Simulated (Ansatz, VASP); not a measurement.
MgI2 in VASP and in Ansatz

Contents of INCAR:

```
ALGO = Normal
EDIFF = 1E-6
ENCUT = 520
GGA = PE
ISIF = 2
ISMEAR = 0
LASPH = True
LCHARG = True
LELF = True
LREAL = False
LVHAR = True
LWAVE = False
NBANDS = 15
NELM = 80
PREC = Accurate
SIGMA = 0.05
```

File KPOINTS:

```
k-points
0
Gamma
  6 6 4
```

POSCAR

```
MgI2
1.0
    4.2950988506      0.0000000000      0.0000000000
   -2.1475494253      3.7196647164      0.0000000000
    0.0000000000      0.0000000000      7.9749240755
Mg I
1 2
Direct
    0.0000000000      0.0000000000      0.0000000000
    0.3333333333      0.6666666667      0.7705052557
    0.6666666667      0.3333333333      0.2294947443
```

Input for Ansatz:

```yaml
crystal:
  lattice:
    - [4.2950988506, 0.0, 0.0]
    - [-2.1475494253, 3.7196647164, 0.0]
    - [0.0, 0.0, 7.9749240755]
  atoms:
    - { symbol: Mg, position: [0.0, 0.0, 0.0] }
    - { symbol: I, position: [0.3333333333, 0.6666666667, 0.7705052557] }
    - { symbol: I, position: [0.6666666667, 0.3333333333, 0.2294947443] }
basis:
  ecutwfc: 520.0
kpoints:
  mp_grid: { grid: [6, 6, 4] }
hamiltonian:
  xc: pbe
scf:
  occupations: { method: gaussian, width: 0.05 }
output:
  forces: true
  stress: true
  eigenvalues: true
```

Alike in both runs: task single point; functional PBE; k mesh 6 × 6 × 4; occupations gaussian, width 0.05 eV; no spin polarisation.

|  | VASP | Ansatz |
| --- | --- | --- |
| version | VASP 6.6.1 | Ansatz 0.2.0 |
| potentials or method | VASP PAW PBE potentials, release 64 (Mg, I) | scalar-relativistic, plane waves, PAW |
| plane-wave cutoff (eV) | 520 | 520 |
| valence electrons in the cell | 16 | 44 |

```csv
,VASP,Ansatz,Ansatz less VASP
gap on the k mesh at the Fermi level (eV),3.15,3.16,+0.016
least direct gap on the mesh (eV),3.15,3.16,+0.016
pressure (GPa),-2.5,-2.5,+0.04
largest component of the traceless stress (GPa),0.87,0.87,+0.003
rms of the force components (eV/Å),0.348,0.344,-0.0042
```

Atom by atom the forces differ by 0.004 eV/Å (rms over components). The two sets of potentials don't hold the same shells in valence.

Caveats: spin-orbit coupling is left out, which moves the levels of the heavy elements; this functional lacks dispersion, which binds the layers, so the pressure and a relaxed spacing across them are unreliable. A k mesh can miss the band edges.
